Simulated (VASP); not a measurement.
# GaN (F-43m) in VASP: further runs

One crystal, GaN, is run at these levels: PBE; tasks: relaxation of cell and atoms.

All numbers are computed with VASP 6.6.1; they aren't measurements. Logs are shortened: lines on timing, memory, paths and dates and some standing lists are left out, and cuts for length are marked.

### Step 1. Starting point

It takes space group F-43m (No. 216, cubic). The conventional cell has a = 4.507 Å, b = 4.507 Å, c = 4.507 Å, α = 90.00°, β = 90.00°, γ = 90.00°. Around Ga (site symmetry -43m) lie 4 N at 1.95 Å. Around N (site symmetry -43m) lie 4 Ga at 1.95 Å.

The cell is a database's computed one.

### Step 2. Relaxation of cell and atoms, PBE

Input file INCAR:

```
ALGO     = Normal         # electronic algorithm
EDIFF    = 1E-7           # SCF threshold, eV
EDIFFG   = -0.002         # ionic threshold
ENCUT    = 520            # plane-wave cutoff, eV
GGA      = PE             # functional
IBRION   = 2              # ionic algorithm
ISIF     = 3              # what is computed and relaxed
ISMEAR   = 0              # smearing method
LASPH    = True           # aspherical terms in the spheres
LCHARG   = False          # write CHGCAR
LREAL    = False          # projectors in reciprocal space
LWAVE    = False          # write WAVECAR
NELM     = 100            # most SCF steps
NSW      = 80             # ionic steps
PREC     = Accurate       # precision mode
SIGMA    = 0.02           # smearing width, eV
```

Input file KPOINTS:

```
k-points
0
Gamma
  4 4 4
```

Input file POSCAR:

```
GaN
1.0
    0.0000000000      2.2535006100      2.2535006100
    2.2535006100      0.0000000000      2.2535006100
    2.2535006100      2.2535006100      0.0000000000
Ga N
1 1
Direct
    0.0000000000      0.0000000000      0.0000000000
    0.7500000000      0.7500000000      0.7500000000
```

Potentials or basis: VASP PAW PBE potentials, release 64 (Ga_d, N).

Command:

```bash
cat potpaw_PBE.64/Ga_d/POTCAR potpaw_PBE.64/N/POTCAR > POTCAR
mpirun -np 1 vasp_std > vasp.out
```

OUTCAR:

```text
EDIFF = 1E-7
   EDIFFG = -0.002
   ENCUT = 520
   GGA = PE
   IBRION = 2
   ISIF = 3
   ISMEAR = 0
   LASPH = True
   LREAL = False
   NELM = 100
   NSW = 80
   PREC = Accurate

 ion  position               nearest neighbor table
   1  0.000  0.000  0.000-   2 1.95   2 1.95   2 1.95   2 1.95
   2  0.750  0.750  0.750-   1 1.95   1 1.95   1 1.95   1 1.95

  LATTYP: Found a face centered cubic cell.
 ALAT       =     4.5070012200

  Lattice vectors:

 A1 = (   0.0000000000,   2.2535006100,   2.2535006100)
 A2 = (   2.2535006100,   0.0000000000,   2.2535006100)
 A3 = (   2.2535006100,   2.2535006100,   0.0000000000)

Analysis of symmetry for initial positions (statically):
=====================================================================
 Subroutine PRICEL returns:
 Original cell was already a primitive cell.

 Routine SETGRP: Setting up the symmetry group for a
 face centered cubic supercell.

 Subroutine GETGRP returns: Found 24 space group operations
 (whereof 24 operations were pure point group operations)
 out of a pool of 48 trial point group operations.

The static configuration has the point symmetry T_d .

Analysis of symmetry for dynamics (positions and initial velocities):
=====================================================================
 Subroutine PRICEL returns:
 Original cell was already a primitive cell.

 Routine SETGRP: Setting up the symmetry group for a
 face centered cubic supercell.

 Subroutine GETGRP returns: Found 24 space group operations
 (whereof 24 operations were pure point group operations)
 out of a pool of 48 trial point group operations.

The dynamic configuration has the point symmetry T_d .

 Subroutine INISYM returns: Found 24 space group operations
 (whereof 24 operations are pure point group operations),
 and found     1 'primitive' translations

----------------------------------------------------------------------------------------

                                     Primitive cell

  volume of cell :      22.8877

  direct lattice vectors                    reciprocal lattice vectors
     0.000000000  2.253500610  2.253500610    -0.221877020  0.221877020  0.221877020
     2.253500610  0.000000000  2.253500610     0.221877020 -0.221877020  0.221877020
     2.253500610  2.253500610  0.000000000     0.221877020  0.221877020 -0.221877020

  length of vectors
     3.186931125  3.186931125  3.186931125     0.384302272  0.384302272  0.384302272

  position of ions in fractional coordinates (direct lattice)
     0.000000000  0.000000000  0.000000000
     0.750000000  0.750000000  0.750000000

  ion indices of the primitive-cell ions
   primitive index   ion index
                 1           1
                 2           2

----------------------------------------------------------------------------------------

 KPOINTS: k-points

Automatic generation of k-mesh.
 Grid dimensions read from file:
 generate k-points for:    4    4    4

 Generating k-lattice:

  Cartesian coordinates                     Fractional coordinates (reciprocal lattice)
    -0.055469255  0.055469255  0.055469255     0.250000000  0.000000000  0.000000000
     0.055469255 -0.055469255  0.055469255     0.000000000  0.250000000  0.000000000
     0.055469255  0.055469255 -0.055469255     0.000000000  0.000000000  0.250000000

  Length of vectors
     0.096075568  0.096075568  0.096075568

  Shift w.r.t. Gamma in fractional coordinates (k-lattice)
     0.000000000  0.000000000  0.000000000

 Subroutine IBZKPT returns following result:
 ===========================================

 Found      8 irreducible k-points:

 Following reciprocal coordinates:
            Coordinates               Weight
  0.000000  0.000000  0.000000      1.000000
  0.250000  0.000000  0.000000      8.000000
  0.500000  0.000000  0.000000      4.000000
  0.250000  0.250000  0.000000      6.000000
  0.500000  0.250000  0.000000     24.000000
 -0.250000  0.250000  0.000000     12.000000
  0.500000  0.500000  0.000000      3.000000
 -0.250000  0.500000  0.250000      6.000000
   k-points           NKPTS =      8   k-points in BZ     NKDIM =      8   number of bands    NBANDS=     13
   number of dos      NEDOS =    301   number of ions     NIONS =      2
   total plane-waves  NPLWV =  13824
   dimension x,y,z NGX =    24 NGY =   24 NGZ =   24
   dimension x,y,z NGXF=    48 NGYF=   48 NGZF=   48
   ions per type =               1   1
   NGX,Y,Z   is equivalent  to a cutoff of  12.52, 12.52, 12.52 a.u.
   NGXF,Y,Z  is equivalent  to a cutoff of  25.04, 25.04, 25.04 a.u.
 SYSTEM =  unknown system
   PREC   = accura    normal or accurate (medium, high low for compatibility)
   ISTART =      0    job   : 0-new  1-cont  2-samecut
   ICHARG =      2    charge: 1-file 2-atom 10-const
   ISPIN  =      1    spin polarized calculation?
   LNONCOLLINEAR =      F non collinear calculations
   LSORBIT =      F    spin-orbit coupling
   LASPH  =      T    aspherical Exc in radial PAW
   ENCUT  =  520.0 eV  38.22 Ry    6.18 a.u.   5.93  5.93  5.93*2*pi/ulx,y,z
   NELM   =    100;   NELMIN=  2; NELMDL= -5     # of ELM steps
   EDIFF  = 0.1E-06   stopping-criterion for ELM
   LREAL  =      F    real-space projection
   EDIFFG = -.2E-02   stopping-criterion for IOM
   NSW    =     80    number of steps for IOM
   IBRION =      2    ionic relax: 0-MD 1-quasi-New 2-CG
   NFREE  =      1    steps in history (QN), initial steepest desc. (CG)
   ISIF   =      3    stress and relaxation
   ISYM   =      2    0-nonsym 1-usesym 2-fastsym
   POTIM  = 0.5000    time-step for ionic-motion
   TEBEG  =    0.0;   TEEND  =   0.0 temperature during run
   PSTRESS=    0.0 pullay stress
   NELECT =      18.0000    total number of electrons
   NUPDOWN=      -1.0000    fix difference up-down
   EMIN   =  10.00;   EMAX   =-10.00  energy-range for DOS
   EFERMI =   0.00;   METHOD = LEGACY
   ISMEAR =     0;   SIGMA  =   0.02  broadening in eV -4-tet -1-fermi 0-gaus
   EFERMI_NEDOS =   21; number of points for ismear=-14 and -15
   IALGO  =     38    algorithm
   IMIX   =      4    mixing-type and parameters
     AMIX     =   0.40;   BMIX     =  1.00
     AMIX_MAG =   1.60;   BMIX_MAG =  1.00
  volume/ion in A,a.u.               =      11.44        77.23
  Fermi-wavevector in a.u.,A,eV,Ry     =   1.511117  2.855596 31.068543  2.283473
  Thomas-Fermi vector in A             =   2.621216
   LORBIT       =      0    0 simple, 1 ext, 2 COOP (PROOUT), +10 PAW based schemes
   GGA     = PE    functional components
   LHFCALC =     F    Hartree Fock is set to
   AEXX    =    0.0000 exact exchange contribution
   IVDW    =     0    specifies the selected vdW correction
   LEPSILON=     F    determine dielectric tensor
   LRPA    =     F    only Hartree local field effects (RPA)
 conjugate gradient relaxation of ions
 non-spin polarized calculation
 Gauss-broadening in eV      SIGMA  =   0.02
  energy-cutoff  :      520.00
  volume of cell :       22.89
 maximum number of plane-waves:       636
   NGX = 11   NGY = 11   NGZ = 11

--------------------------------------- Ionic step        1  -------------------------------------------

 number of electron      18.0000004 magnetization

 Free energy of the ion-electron system (eV)
  ---------------------------------------------------
  ext. energy  EPLUGINS =         0.00000000
  ---------------------------------------------------
  free energy    TOTEN  =       -12.07966696 eV

  energy without entropy =      -12.07966696  energy(sigma->0) =      -12.07966696

------------------------ aborting loop because EDIFF is reached ----------------------------------------

  FORCE on cell =-STRESS in cart. coord.  units (eV):
  Direction    XX          YY          ZZ          XY          YZ          ZX
  --------------------------------------------------------------------------------------
  -------------------------------------------------------------------------------------
  Total        0.7144479      0.7144479      0.7144479      0.0000000      0.0000000      0.0000000
  in kB       50.0124494     50.0124494     50.0124494      0.0000000      0.0000000      0.0000000
  external PRESSURE =      50.0124494 kB  Pullay stress =       0.0000000 kB

 VOLUME and BASIS-vectors are now :
 -----------------------------------------------------------------------------
  energy-cutoff  :      520.00
  volume of cell :       22.89
      direct lattice vectors                 reciprocal lattice vectors
     0.000000000  2.253500610  2.253500610    -0.221877020  0.221877020  0.221877020
     2.253500610  0.000000000  2.253500610     0.221877020 -0.221877020  0.221877020
     2.253500610  2.253500610  0.000000000     0.221877020  0.221877020 -0.221877020
[... 37 lines left out ...]
 POSITION                                       TOTAL-FORCE (eV/Angst)
 -----------------------------------------------------------------------------------
      0.00000      2.29234      2.29234        -0.000000     -0.000000     -0.000000
      3.43850      3.43850      3.43850         0.000000      0.000000      0.000000
 -----------------------------------------------------------------------------------
    total drift:                               -0.000002     -0.000002     -0.000001

  FREE ENERGIE OF THE ION-ELECTRON SYSTEM (eV)
  ---------------------------------------------------
  free  energy   TOTEN  =       -12.0821462045 eV

  energy  without entropy=      -12.0821462045  energy(sigma->0) =      -12.08214620

--------------------------------------- Ionic step        3  -------------------------------------------

 number of electron      17.9999986 magnetization

 Free energy of the ion-electron system (eV)
  ---------------------------------------------------
  ext. energy  EPLUGINS =         0.00000000
  ---------------------------------------------------
  free energy    TOTEN  =       -12.08929403 eV

  energy without entropy =      -12.08929403  energy(sigma->0) =      -12.08929403

 E-fermi :   5.2019     XC(G=0): -11.5103

 val. band max:        5.0369094712   @ k =   0.0000   0.0000   0.0000
 cond. band min:       6.5645043426   @ k =   0.0000   0.0000   0.0000
 fundamental gap:      1.5275948714
 Fermi energy:         5.2019450360

 k-point     1 :       0.0000    0.0000    0.0000
  band No.  band energies     occupation
      1     -10.6799      2.00000
      2      -8.4346      2.00000
      3      -8.4346      2.00000
      4      -8.4346      2.00000
      5      -8.1435      2.00000
      6      -8.1435      2.00000
      7       5.0369      2.00000
      8       5.0369      2.00000
      9       5.0369      2.00000
     10       6.5645      0.00000
     11      15.1236      0.00000
     12      15.1236      0.00000
     13      15.1236      0.00000

 k-point     2 :       0.2500    0.0000    0.0000
  band No.  band energies     occupation
      1     -10.1804      2.00000
      2      -8.3787      2.00000
      3      -8.3787      2.00000
      4      -8.1388      2.00000
      5      -8.1388      2.00000
      6      -8.0536      2.00000
      7       1.2154      2.00000
      8       4.5321      2.00000
      9       4.5321      2.00000
     10       8.9107      0.00000
     11      13.6346      0.00000
[... 118 lines left out ...]
 POSITION                                       TOTAL-FORCE (eV/Angst)
 -----------------------------------------------------------------------------------
      0.00000      0.00000      0.00000         0.000000      0.000000      0.000000
      3.41119      3.41119      3.41119        -0.000000     -0.000000     -0.000000
 -----------------------------------------------------------------------------------
    total drift:                               -0.000002     -0.000002     -0.000001

  FREE ENERGIE OF THE ION-ELECTRON SYSTEM (eV)
  ---------------------------------------------------
  free  energy   TOTEN  =       -12.0892940316 eV

  energy  without entropy=      -12.0892940316  energy(sigma->0) =      -12.08929403

 reached required accuracy - stopping structural energy minimisation
```

Wall time 6 s (1 thread of Intel Xeon 6975P-C (Granite Rapids), shared host); peak memory 0.14 GiB.

What came out:

- Free energy: -12.0893 eV
- Relaxed volume: 11.76 Å³/atom
- Relaxed cell: a = 3.216 Å, b = 3.216 Å, c = 3.216 Å, α = 60.00°, β = 60.00°, γ = 60.00°
- Space group after relaxing (to 0.05 Å): F-43m (No. 216)
- Energy gained by relaxing: 4.8 meV/atom
- Ionic steps: 3
- Pressure after relaxing: 0.0 GPa
- Band gap on the k mesh: 1.53 eV, direct

The path:
| step | energy change (eV) | largest force (eV/Å) | pressure (GPa) | volume (Å³) |
| --- | --- | --- | --- | --- |
| 1 | 0.0000 | 0.0000 | 5.00 | 22.89 |
| 2 | -0.0025 | 0.0000 | -3.91 | 24.09 |
| 3 | -0.0096 | 0.0000 | -0.02 | 23.52 |

Final structure:
```yaml
crystal:
  lattice:
    - [0.00000, 2.27413, 2.27413]
    - [2.27413, 0.00000, 2.27413]
    - [2.27413, 2.27413, 0.00000]
  atoms:
    - { symbol: Ga, position: [0.00000, 0.00000, 0.00000] }
    - { symbol: N, position: [0.75000, 0.75000, 0.75000] }
```

Levels at points of the mesh, in eV from the valence-band top:
| k point | band 5 | band 6 | band 7 | band 8 | band 9 | band 10 | band 11 | band 12 | band 13 |
| --- | --- | --- | --- | --- | --- | --- | --- | --- | --- |
| (0.00, 0.00, 0.00) | -13.18 | -13.18 | 0.00 | 0.00 | 0.00 | 1.53 | 10.09 | 10.09 | 10.09 |
| (0.50, 0.00, 0.00) | -13.14 | -11.91 | -6.89 | -0.94 | -0.94 | 4.42 | 8.58 | 10.18 | 10.18 |
| (0.50, 0.50, 0.00) | -13.11 | -11.48 | -6.04 | -2.62 | -2.62 | 3.31 | 6.46 | 11.51 | 13.65 |

Caveat: the k mesh is coarse (spacing up to 0.60 Å⁻¹), so the values aren't converged. Expect the measured gap to be larger: semilocal functionals such as PBE lack the derivative discontinuity.

### Step 3. Relaxation of cell and atoms, PBE

This run uses another cell than the first one, of 11.76 Å³/atom, 1.028 times its volume.

INCAR is that of step 2.

KPOINTS is that of step 2.

Input file POSCAR:

```
GaN                                     
1.0
    0.0000000000      2.2741259470      2.2741259470
    2.2741259470     -0.0000000000      2.2741259470
    2.2741259470      2.2741259470      0.0000000000
  Ga              N             
     1     1
Direct
     0.0000000000000000    0.0000000000000000    0.0000000000000000
     0.7500000000000000    0.7500000000000000    0.7500000000000000
```

Potentials or basis: VASP PAW PBE potentials, release 64 (Ga_d, N).

Command:

```bash
cat potpaw_PBE.64/Ga_d/POTCAR potpaw_PBE.64/N/POTCAR > POTCAR
mpirun -np 1 vasp_std > vasp.out
```

Wall time 2.7 s (1 thread of Intel Xeon 6975P-C (Granite Rapids), shared host); peak memory 0.13 GiB.

Results (log left out):

* Free energy: -12.0897 eV
* Pressure after relaxing: 0.0 GPa
* Band gap on the k mesh: 1.53 eV, direct

Final structure:
```
CELL_PARAMETERS angstrom
0.00000 2.27413 2.27413
2.27413 0.00000 2.27413
2.27413 2.27413 0.00000
ATOMIC_POSITIONS crystal
Ga 0.00000 0.00000 0.00000
N 0.75000 0.75000 0.75000
```

Levels at points of the mesh, in eV from the valence-band top:
| k point | band 7 | band 8 | band 9 | band 10 | band 11 | band 12 |
| --- | --- | --- | --- | --- | --- | --- |
| (0.00, 0.00, 0.00) | 0.00 | 0.00 | 0.00 | 1.53 | 10.09 | 10.09 |
| (0.50, 0.00, 0.00) | -6.89 | -0.94 | -0.94 | 4.42 | 8.58 | 10.18 |
| (0.50, 0.50, 0.00) | -6.04 | -2.62 | -2.62 | 3.31 | 6.46 | 11.51 |

Caveat: the k mesh is coarse (spacing up to 0.60 Å⁻¹), so the values aren't converged; the relaxation stopped at its first step, so nothing moved. As with any semilocal functional, this PBE gap is likely too small.
